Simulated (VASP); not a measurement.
A run of VASP 6.6.1:

The input POSCAR:

```
HCl
1.0
    7.4168600000      0.0000000000      0.0000000000
    0.0000000000      7.4168600000      0.0000000000
    0.0000000000      0.0000000000      7.4168600000
Cl H
8 8
Direct
    0.6586880000      0.8392711000      0.6608629000
    0.9817230000      0.0782355000      0.0365494000
    0.8471524000      0.2405518000      0.4958077000
    0.3264759000      0.3707618000      1.0293214000
    0.6976573000      0.7100102000      0.0731423000
    0.2490569000      0.5163401000      0.4368177000
    0.2159938000      0.8468164000      0.7761524000
    0.3129049000      0.9569988000      0.3202431000
    0.5513760000      0.9077175000      0.5443211000
    1.0162572000      0.2441891000      0.0041525000
    0.8176850000      0.2612330000      0.3270276000
    0.4287437000      0.2846670000      0.9201804000
    0.5600639000      0.7815747000      0.1488346000
    0.1883000000      0.5441256000      0.2776973000
    0.3275567000      0.8293087000      0.6456536000
    0.3475139000      1.0396241000      0.1727371000
```

The input INCAR.step1:

```
ALGO = Normal
EDIFF = 1E-4
ENCUT = 520
GGA = PE
ISMEAR = -1
LASPH = True
LCHARG = False
LREAL = Auto
LWAVE = True
NELM = 100
PREC = Accurate
SIGMA = 0.05
```

File INCAR.step2:

```
ALGO = Normal
EDIFF = 1E-6
EDIFFG = -0.3
ENCUT = 520
IBRION = 2
ISIF = 2
ISMEAR = -1
ISTART = 1
LASPH = True
LCHARG = False
LMIXTAU = True
LREAL = Auto
LWAVE = False
METAGGA = R2SCAN
NELM = 100
NSW = 35
PREC = Accurate
SIGMA = 0.05
```

KPOINTS

```
k-points
0
Gamma
  1 1 1
```

Potentials or basis: VASP PAW PBE potentials, release 64 (Cl, H).

Run with:

```bash
$ cat potpaw_PBE.64/Cl/POTCAR potpaw_PBE.64/H/POTCAR > POTCAR
$ cp INCAR.step1 INCAR
$ mpirun -np 1 vasp_gam > vasp.out
$ cp INCAR.step2 INCAR
$ mpirun -np 1 vasp_gam > vasp.out
```

Hardware: 1 thread of Intel(R) Xeon(R) Platinum 8488C (Sapphire Rapids), with other jobs on the host.

Q: How long does it take, and how much memory?

A: It took 13 min on 1 thread of Intel(R) Xeon(R) Platinum 8488C (Sapphire Rapids), with other jobs on the host, peak memory 0.48 GiB. Counts: scf iterations 139, k points 1, ion steps 12.
